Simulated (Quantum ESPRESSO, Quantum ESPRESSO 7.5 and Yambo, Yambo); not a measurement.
# BN (Qingsongite): G0W0 on several meshes in Yambo

How does the mesh move the gap of BN (Qingsongite)?

Calculated with Quantum ESPRESSO 7.5 and Yambo 5.3.0; PBE and many-body steps on it, plane waves.

## 1. Set-up

The structure is cubic, space group F-43m (No. 216). Conventional cell: a = 3.615 Å, b = 3.615 Å, c = 3.615 Å, α = 90.00°, β = 90.00°, γ = 90.00°. Nearest to B lie 4 N at 1.57 Å. Nearest to N lie 4 B at 1.57 Å. Farther neighbours and most contacts between anions are not listed.

The cell and positions come from the Crystallography Open Database and are kept as given unless a step says otherwise.

## 2. Empty states on the mesh, 4×4×4 mesh, 39 bands

This step: Quantum ESPRESSO 7.5; DFT, PBE, plane waves, norm-conserving pseudopotentials.

The sums over transitions need many empty states on a uniform mesh; this step solves for them.

pw.in reads:

```
&control
  calculation = 'nscf'
  prefix = 'x'
  outdir = 'o'
  pseudo_dir = 'pseudo'
/
&system
  ibrav = 0
  nat = 2
  ntyp = 2
  ecutwfc = 72.0
  nbnd = 39
  force_symmorphic = .true.
/
&electrons
  conv_thr = 1e-9
  electron_maxstep = 80
  diago_full_acc = .true.
  diago_thr_init = 5e-6
/
ATOMIC_SPECIES
  B 10.81 B.upf
  N 14.007 N.upf
CELL_PARAMETERS angstrom
  -0.0000000000 1.8075000000 1.8075000000
  1.8075000000 0.0000000000 1.8075000000
  1.8075000000 1.8075000000 -0.0000000000
ATOMIC_POSITIONS crystal
  B 0.0000000000 0.0000000000 0.0000000000
  N 0.2500000000 0.2500000000 0.2500000000
K_POINTS automatic
  4 4 4 0 0 0
```

Launch:

```console
$ OMP_NUM_THREADS=1 mpirun -n 8 pw.x -nk 4 -in pw.in > pw.out
```

Log:

```text
Program PWSCF v.7.5 starts

     This program is part of the open-source Quantum ESPRESSO suite
     for quantum simulation of materials; please cite
         "P. Giannozzi et al., J. Phys.:Condens. Matter 21 395502 (2009);
         "P. Giannozzi et al., J. Phys.:Condens. Matter 29 465901 (2017);
         "P. Giannozzi et al., J. Chem. Phys. 152 154105 (2020);
     in publications or presentations arising from this work. More details at

     Atomic positions and unit cell read from directory:
     o/x.save/

     Message from routine setup:
[...]
63.5661  68.7263  69.3162  69.3162  71.9023  71.9023  74.2494  76.3943
    85.1387  85.1387  88.0276  88.0276  91.3013  92.0380  96.3298  96.3298
    98.4228  99.8364 106.9788 106.9788 111.3093 114.7507 114.7507

          k = 0.3536 0.0000 0.0000 (   833 PWs)   bands (ev):

     [... further k-points ...]

     highest occupied, lowest unoccupied level (ev):    11.1555   15.6904

     XML data file, pseudopotentials, collected wavefunctions

=------------------------------------------------------------------------------=
   JOB DONE.
=------------------------------------------------------------------------------=
```

It took 1.1 s on 8 MPI ranks of Arm Neoverse V1, shared host; peak memory 0.05 GiB; 7.5 s of CPU time.

This step gave:

```
gap                                                           : 4.535 eV
k of the valence top                                          : 0, 0, 0
k of the conduction bottom                                    : 0, -0.5, -0.5
least direct gap                                              : 8.878 eV
k points computed                                             : 8
lowest point of the top converged band, above the valence top : 98.9299 eV
```

On this mesh the gap is 4.535 eV.

The density comes from a self-consistent run that is not shown.

## 3. Conversion and set-up

This step: Yambo 5.3.0; conversion and set-up on PBE, plane waves, norm-conserving pseudopotentials.

The states are converted to the many-body program's format and the q mesh is built.

Launch:

```console
$ (cd o/x.save; p2y > p2y.log; mv SAVE ../..); yambo > setup.log
```

Log:

```text
 Yambo, version 5.3.0

 [02] CORE Variables Setup
 =========================

  [02.01] Unit cells
  ==================

  Cell kind             :  FCC
  Atoms in the cell     :  B  N
  number of B  atoms    :  1
  number of N  atoms    :  1

  List of atomic masses
  Mass of B     :  10.81000
  Mass of N     :  14.00700

  List of atomic coordinates    : [cc]
  B1       :  0.000000  0.000000  0.000000  order 1
  N1       :  1.707840  1.707840  1.707840  order 2

  Alat factors          :  3.415680  3.415680  3.415680 [a.u.]
  Direct lattice volume :  79.70059 [a.u.]
[...]
==========================================

 IBZ Q-points                                      :   8
 BZ  Q-points                                      :   64

 K/Q-points units:
 rlu = crystal or reduced units; cc = cartesian coordinates; iku = interal k-units

 Q [1]          [rlu]:  0.000000  0.000000  0.000000
 Q [2]          [rlu]:  0.53430E-17  0.53430E-17  0.25000
 Q [3]          [rlu]: -0.10686E-16 -0.10686E-16 -0.50000
[...]
Q [7]          [rlu]:  0.55980E-17 -0.50000     -0.50000
 Q [8]          [rlu]:  0.250000 -0.500000 -0.250000

  [03.01] X indexes
  =================

   [03.01.01] Sigma indexes
   ========================

 [06] Game Over & Game summary
```

The job ended after 1.9 s (1 MPI rank; peak memory 0.23 GiB).

## 4. 4×4×4

G0W0 replaces the xc potential by the self-energy, built once from these orbitals. Only a window of levels is corrected, while the sums run over the empty bands that the input names.

This step: G0W0 on PBE, plane waves, norm-conserving pseudopotentials.

gw13.in reads:

```
HF_and_locXC
gw0
dyson
ppa
em1d
rim_cut
RandQpts= 1000000
RandGvec= 1 RL
EXXRLvcs= 72 Ry
VXCRLvcs= 288 Ry
Chimod= "HARTREE"
% BndsRnXp
 1 | 39 |
%
NGsBlkXp= 15.5 Ry
% LongDrXp
 1 | 1 | 1 |
%
% GbndRnge
 1 | 39 |
%
DysSolver= "n"
ExtendOut
PPAPntXp= 27.21138 eV
% QPkrange
 1 | 1 | 3 | 6 |
 7 | 7 | 3 | 6 |
%
```

Launch:

```console
$ OMP_NUM_THREADS=1 mpirun -n 8 yambo -F gw13.in -J gw13 -C gw13 > gw13.log
```

Log:

```text
 Yambo, version 5.3.0

 [02] CORE Variables Setup
 =========================

  [... cell, symmetries and grids as in the set-up ...]

  [02.05] Energies & Occupations
  ==============================

  [X] === General ===
  [X] Electronic Temperature                        :  0.000000  0.000000 [eV K]
  [X] Bosonic    Temperature                        :  0.000000  0.000000 [eV K]
  [X] Finite Temperature mode                       : no
  [X] El. density                                   :  0.67737E+24 [cm-3]
  [X] Fermi Level                                   :  11.15554 [eV]

  [X] === Gaps and Widths ===
  [X] Conduction Band Min                           :  4.534824 [eV]
  [X] Valence Band Max                              :  0.000000 [eV]
  [X] Filled Bands                                  :   4
  [X] Empty Bands                                   :    5   39
  [X] Direct Gap                                    :  8.878136 [eV]
  [X] Direct Gap localized at k                     :  1
  [X] Indirect Gap                                  :  4.534824 [eV]
  [X] Indirect Gap between kpts                     :   1   7
  [X] Last valence band width                       :  6.499738 [eV]
  [X] 1st conduction band width                     :  5.675309 [eV]

 [03] Transferred momenta grid and indexing
 ==========================================

 IBZ Q-points                                      :   8
 BZ  Q-points                                      :   64

 K/Q-points units:
 rlu = crystal or reduced units; cc = cartesian coordinates; iku = interal k-units

 Q [1]          [rlu]:  0.000000  0.000000  0.000000
 Q [2]          [rlu]:  0.53430E-17  0.53430E-17  0.25000
 Q [3]          [rlu]: -0.10686E-16 -0.10686E-16 -0.50000
 Q [4]          [rlu]: -0.27990E-17  0.25000      0.25000
 Q [5]          [rlu]: -0.97456E-17  0.25000      0.50000
 Q [6]          [rlu]: -0.10686E-16  0.25000     -0.25000
 Q [7]          [rlu]:  0.55980E-17 -0.50000     -0.50000
 Q [8]          [rlu]:  0.250000 -0.500000 -0.250000

 [04] Coloumb potential Random Integration (RIM)
 ===============================================

  [04.01] RIM initialization
  ==========================

  * Diagonal components only detected *

  8 x (sBL volume)        :  0.389034 [a.u.]
  sBZ random points       :  1000000
  Points outside the sBZ  :   7999624
  RL volume               :  3.112276 [a.u.]
  Integrated volume       :  3.112422 [a.u.]

  [04.02] RIM integrals
  =====================

  Gamma point sphere radius             :  0.132418 [a.u.]
  Points outside the sphere             :   799635
  [Int_sBZ(q=0) 1/q^2]*(Vol_sBZ)^(-1/3) =:  7.763403
                                 should be <:  7.795600

  Summary of Coulomb integrals for non-metallic bands |Q|[au] RIM/Bare

  Q [1] 0.100000E-4 0.995870 * Q [2] 0.398266 1.063761
  Q [4] 0.459878 1.062895 * Q [6] 0.650366 1.026260
  Q [5] 0.762622 1.018621 * Q [3] 0.796532 1.016906
  Q [7] 0.919756 1.013461 * Q [8] 1.028319 1.010414

 [05] Dipoles
 ============

  [05.01] Setup: observables and procedures
  =========================================

 [06] Dynamic Dielectric Matrix (PPA)
 ====================================

 [SLK-Inversion]  Pools        :  2
 [SLK-Inversion]  BLACS grid   :  2  2

 [WR./gw13//ndb.pp]--------------------------------------------------------------
  Brillouin Zone Q/K grids (IBZ/BZ)                :    8   64    8   64
  RL vectors                                       :  1139 [WF]
  Coulomb cutoff potential                         : none
  Electronic Temperature                           :  0.000000 [K]
  Bosonic    Temperature                           :  0.000000 [K]
  PPA    diel. fun.  energies                      : Perdew, Burke & Ernzerhof(X)+Perdew, Burke & Ernzerhof(C)
  wavefunctions                                    : Perdew, Burke & Ernzerhof(X)+Perdew, Burke & Ernzerhof(C)
  Global Gauge                                     : length
  X matrix size                                    :   89
  X band range                                     :    1   39
  X e/h energy range                               : -1.000000 -1.000000 [eV]
  X Time ordering                                  : R
  X Hxc Kernel                                     : HARTREE
  X Drude frequency                                :  0.000000  0.000000
  X poles                                          :  100.0000 [o/o]
  RL vectors in the sum                            :  1139
  [r,Vnl] included                                 : yes
  Field direction                                  :  0.577350E-5  0.577350E-5  0.577350E-5
  BZ energy Double Grid                            : no
  BZ energy DbGd points                            : 0
  BZ Q point size factor                           : -1.000000
  X Optical Averaged directions                    : none

 [07] Local Exchange-Correlation + Non-Local Fock
 ================================================

 [VXC] Plane waves :   6615
 [EXS] Plane waves :   893

 QP @ state[ 1 ] K range:  1  1
 QP @ state[ 1 ] b range:   3   6
 QP @ state[ 2 ] K range:   7   7
 QP @ state[ 2 ] b range:   3   6

 [xc] Functional : Perdew, Burke & Ernzerhof(X)+Perdew, Burke & Ernzerhof(C)
 [xc] LIBXC used to calculate xc functional
  PP Number of Atomic Species                      :  2
  NLCC RL compoments                               :   6615
  PP Number of Atomic Species                      :  2
  NLCC RL compoments                               :   6615

 [xc] E_xc :  -3.733064 [Ha]
      E_xc :  -7.466128 [Ry]

  Local XC kind (lXC) : Perdew, Burke & Ernzerhof(X)+Perdew, Burke & Ernzerhof(C)
  Non-Local XC kind (nlXC) : Hartree-Fock

  Corrections @ K [1] :  [eV]
 <3|nlXC|3> = -22.02419 -0.26185E-16 <3|lXC|3> = -18.53185  0.000000
 <4|nlXC|4> = -22.02433 -0.12006E-16 <4|lXC|4> = -18.53185  0.59005E-16
 <5|nlXC|5> = -7.072850 -0.46900E-17 <5|lXC|5> = -13.76910 -0.18882E-15
 <6|nlXC|6> = -7.073223  0.40238E-19 <6|lXC|6> = -13.76910  0.000000

  Corrections @ K [7] :  [eV]
 <3|nlXC|3> = -21.53665 -0.12344E-16 <3|lXC|3> = -16.50003 -0.11801E-16
 <4|nlXC|4> = -21.53666  0.21152E-18 <4|lXC|4> = -16.50003  0.94408E-16
 <5|nlXC|5> = -7.280785 -0.28415E-17 <5|lXC|5> = -12.55163  0.000000
 <6|nlXC|6> = -6.720201  0.57702E-18 <6|lXC|6> = -12.68292 -0.94408E-16

 [08] Dyson equation: Newton solver
 ==================================

  [08.01] G0W0 (W PPA)
  ====================

  [  GW  ] Bands range     :    1   39
  [GW/PPA] G damping       :  0.100000 [eV]

  QP @ state[ 1 ] K range:  1  1
  QP @ state[ 1 ] b range:   3   6
  QP @ state[ 2 ] K range:   7   7
  QP @ state[ 2 ] b range:   3   6

   Sc/G bands                                       :    1   39
   Sc/G damping                                     :  0.100000 ev
   Sc bands terminator                              : no
   Sx RL components                                 :   893

   QP @ state[ 1 ] K range                          :  1  1
   QP @ state[ 1 ] b range                          :   3   6
   QP @ state[ 2 ] K range                          :   7   7
   QP @ state[ 2 ] b range                          :   3   6
   GF energies kind                                 : Perdew, Burke & Ernzerhof(X)+Perdew, Burke & Ernzerhof(C)
   GF WF`s kind                                     : Perdew, Burke & Ernzerhof(X)+Perdew, Burke & Ernzerhof(C)
   Xs energies kind                                 : Perdew, Burke & Ernzerhof(X)+Perdew, Burke & Ernzerhof(C)
   Xs WF`s kind                                     : Perdew, Burke & Ernzerhof(X)+Perdew, Burke & Ernzerhof(C)

 [11] Game Over & Game summary
```

Elapsed: 4.4 s, on 8 MPI ranks; peak memory 2.1 GiB; 26 s of CPU time.

Numbers from this step:

| Quantity | Value |
| --- | --- |
| G0W0 gap on the points computed | 5.875 eV |
| starting gap on the mesh | 4.535 eV |
| k of the valence top | 0, 0, 0 |
| k of the conduction bottom | 0, -0.5, -0.5 |
| least direct G0W0 gap on the computed points | 10.84 eV |
| Z at the valence top | 0.8287 |
| Z at the conduction bottom | 0.8544 |

The gap on the mesh goes from 4.53 eV to 5.87 eV, a correction of +1.34 eV.

## 5. Empty states on the mesh, 8×8×8 mesh, 39 bands

This step: Quantum ESPRESSO 7.5; DFT, PBE, plane waves, norm-conserving pseudopotentials.

Changes to pw.in since step 2:

```diff
@@ -31,2 +31,2 @@
 K_POINTS automatic
-  4 4 4 0 0 0
+  8 8 8 0 0 0
```

Launch:

```console
$ OMP_NUM_THREADS=1 mpirun -n 8 pw.x -nk 4 -in pw.in > pw.out
```

Log:

```text
[banner, memory and clock lines left out]
Program PWSCF v.7.5 starts

     Atomic positions and unit cell read from directory:
     o/x.save/

     Message from routine setup:
     using ibrav=0 with symmetry is DISCOURAGED, use correct ibrav instead

     bravais-lattice index     =            0
     lattice parameter (alat)  =       4.8305  a.u.
     unit-cell volume          =      79.7006 (a.u.)^3
     number of atoms/cell      =            2
     number of atomic types    =            2
     number of electrons       =         8.00
[...]
k = 0.0884 0.0884-0.0884 (   833 PWs)   bands (ev):

[...]
109.4298 109.6208 109.6208 110.5231 110.5231 113.1688 115.4621

          k = 0.1768 0.1768-0.1768 (   821 PWs)   bands (ev):

[...]
54.9883  56.4994  70.3441  70.3441  79.9592  82.0462  82.0462  86.4825
    86.4825  87.6302  88.6554  92.7388  94.0164  94.0164 102.1816 103.4917
   103.4917 105.8887 105.8887 106.3797 109.4734 109.4734 110.3632

          k = 0.2652 0.2652-0.2652 (   820 PWs)   bands (ev):

     [... further k-points ...]

     highest occupied, lowest unoccupied level (ev):    11.1555   15.6904

     XML data file, pseudopotentials, collected wavefunctions
```

Run time: 2 s. Hardware: 8 MPI ranks; peak memory 0.05 GiB; 15 s of CPU time.

Numbers from this step:

```yaml
gap: 4.535 eV
k_of_the_valence_top: 0, 0, 0
k_of_the_conduction_bottom: 0, -0.5, -0.5
least_direct_gap: 8.878 eV
k_points_computed: 29
lowest_point_of_the_top_converged_band_above_the_valence_top: 98.9299 eV
```

On this mesh the gap is 4.535 eV.

## 6. Conversion and set-up

This step: Yambo 5.3.0; conversion and set-up on PBE, plane waves, norm-conserving pseudopotentials.

Launch:

```console
$ (cd o/x.save; p2y > p2y.log; mv SAVE ../..); yambo > setup.log
```

Log:

```text
 Yambo, version 5.3.0

 [02] CORE Variables Setup
 =========================

  [02.01] Unit cells
  ==================

  Cell kind             :  FCC
  Atoms in the cell     :  B  N
  number of B  atoms    :  1
  number of N  atoms    :  1

  List of atomic masses
  Mass of B     :  10.81000
  Mass of N     :  14.00700

  List of atomic coordinates    : [cc]
  B1       :  0.000000  0.000000  0.000000  order 1
  N1       :  1.707840  1.707840  1.707840  order 2

  Alat factors          :  3.415680  3.415680  3.415680 [a.u.]
  Direct lattice volume :  79.70059 [a.u.]
[...]
Q [ 1]         [rlu]:  0.000000  0.000000  0.000000
 Q [ 2]         [rlu]: -0.19961E-16 -0.19961E-16  0.12500
 Q [ 3]         [rlu]:  0.53430E-17  0.53430E-17  0.25000
[...]
Q [ 8]         [rlu]: -0.22413E-16  0.12500      0.37500
 Q [ 9]         [rlu]: -0.67428E-16  0.12500      0.50000
 Q [10]         [rlu]:  0.44825E-16  0.12500     -0.37500
     [... 17 further rows ...]
 Q [28]         [rlu]:  0.125000 -0.500000 -0.375000
 Q [29]         [rlu]:  0.250000 -0.500000 -0.250000

  [03.01] X indexes
  =================

   [03.01.01] Sigma indexes
   ========================

 [06] Game Over & Game summary
```

Elapsed: 2.1 s, on 1 MPI rank; peak memory 0.23 GiB.

## 7. 8×8×8

This step: G0W0 on PBE, plane waves, norm-conserving pseudopotentials.

gw14.in, as its differences from gw13.in of step 4:

```diff
@@ -26,3 +26,3 @@
  1 | 1 | 3 | 6 |
- 7 | 7 | 3 | 6 |
+ 21 | 21 | 3 | 6 |
 %
```

Launch:

```console
$ OMP_NUM_THREADS=1 mpirun -n 8 yambo -F gw14.in -J gw14 -C gw14 > gw14.log
```

Log:

```text
 Yambo, version 5.3.0

 [02] CORE Variables Setup
 =========================

  [... cell, symmetries and grids as in the set-up ...]

  [02.05] Energies & Occupations
  ==============================

  [X] === General ===
  [X] Electronic Temperature                        :  0.000000  0.000000 [eV K]
  [X] Bosonic    Temperature                        :  0.000000  0.000000 [eV K]
  [X] Finite Temperature mode                       : no
  [X] El. density                                   :  0.67737E+24 [cm-3]
  [X] Fermi Level                                   :  11.15554 [eV]

  [X] === Gaps and Widths ===
  [X] Conduction Band Min                           :  4.534824 [eV]
  [X] Valence Band Max                              :  0.000000 [eV]
  [X] Filled Bands                                  :   4
  [X] Empty Bands                                   :    5   39
  [X] Direct Gap                                    :  8.878136 [eV]
  [X] Direct Gap localized at k                     :  1
  [X] Indirect Gap                                  :  4.534824 [eV]
  [X] Indirect Gap between kpts                     :   1  21
  [X] Last valence band width                       :  6.499738 [eV]
  [X] 1st conduction band width                     :  6.083197 [eV]

 [03] Transferred momenta grid and indexing
 ==========================================

 IBZ Q-points                                      :  29
 BZ  Q-points                                      :   512

 K/Q-points units:
 rlu = crystal or reduced units; cc = cartesian coordinates; iku = interal k-units

 Q [ 1]         [rlu]:  0.000000  0.000000  0.000000
 Q [ 2]         [rlu]: -0.19961E-16 -0.19961E-16  0.12500
 Q [ 3]         [rlu]:  0.53430E-17  0.53430E-17  0.25000
[...]
NLCC RL compoments                               :   6615
  PP Number of Atomic Species                      :  2
  NLCC RL compoments                               :   6615

 [xc] E_xc :  -3.728796 [Ha]
      E_xc :  -7.457591 [Ry]

  Local XC kind (lXC) : Perdew, Burke & Ernzerhof(X)+Perdew, Burke & Ernzerhof(C)
  Non-Local XC kind (nlXC) : Hartree-Fock

  Corrections @ K [1] :  [eV]
 <3|nlXC|3> = -22.01823  0.68573E-17 <3|lXC|3> = -18.51949  0.64906E-16
 <4|nlXC|4> = -22.01825 -0.86646E-17 <4|lXC|4> = -18.51949 -0.37763E-15
 <5|nlXC|5> = -7.186788 -0.31087E-18 <5|lXC|5> = -13.77826  0.94408E-16
[...]
Corrections @ K [21] :  [eV]
[...]
<5|nlXC|5> = -7.432431  0.35637E-19 <5|lXC|5> = -12.56992  0.47204E-16
 <6|nlXC|6> = -6.805021 -0.10983E-17 <6|lXC|6> = -12.69598  0.000000

 [08] Dyson equation: Newton solver
 ==================================

  [08.01] G0W0 (W PPA)
  ====================

  [  GW  ] Bands range     :    1   39
  [GW/PPA] G damping       :  0.100000 [eV]

  QP @ state[ 1 ] K range:  1  1
  QP @ state[ 1 ] b range:   3   6
  QP @ state[ 2 ] K range:  21  21
  QP @ state[ 2 ] b range:   3   6

   Sc/G bands                                       :    1   39
   Sc/G damping                                     :  0.100000 ev
   Sc bands terminator                              : no
   Sx RL components                                 :   893

   QP @ state[ 1 ] K range                          :  1  1
   QP @ state[ 1 ] b range                          :   3   6
   QP @ state[ 2 ] K range                          :  21  21
   QP @ state[ 2 ] b range                          :   3   6
   GF energies kind                                 : Perdew, Burke & Ernzerhof(X)+Perdew, Burke & Ernzerhof(C)
   GF WF`s kind                                     : Perdew, Burke & Ernzerhof(X)+Perdew, Burke & Ernzerhof(C)
   Xs energies kind                                 : Perdew, Burke & Ernzerhof(X)+Perdew, Burke & Ernzerhof(C)
   Xs WF`s kind                                     : Perdew, Burke & Ernzerhof(X)+Perdew, Burke & Ernzerhof(C)

 [11] Game Over & Game summary
```

Wall time 28 s (8 MPI ranks); peak memory 2.3 GiB; 3.6 min of CPU time.

This step gave:

| Property | Result |
| --- | --- |
| G0W0 gap on the points computed | 5.922 eV |
| starting gap on the mesh | 4.535 eV |
| k of the valence top | 0, 0, 0 |
| k of the conduction bottom | 0, -0.5, -0.5 |
| least direct G0W0 gap on the computed points | 10.88 eV |
| Z at the valence top | 0.8285 |
| Z at the conduction bottom | 0.8546 |

Against G0W0 in Yambo (4×4×4 mesh, 39 bands, screening to 210.9 eV, Godby-Needs plasmon pole), the gap moves by +0.047 eV.

(Part 1 of 2 ends here.)

[Paths, hosts, dates, memory and timing lines, banners, echoed tables and standing remarks are left out of the program output.]

[Logs are printed without paths, hosts, clocks, repeated set-up lines and the standing remarks that a program may print on its own settings, such as how far it seeks lower states.]

[Runs of the session that timed out or met a known fault of the program may be left out.]

[Hosts, paths, dates, database ids (printed as entryN), source tags and the programs' standing remarks are cut or masked in the printed files.]
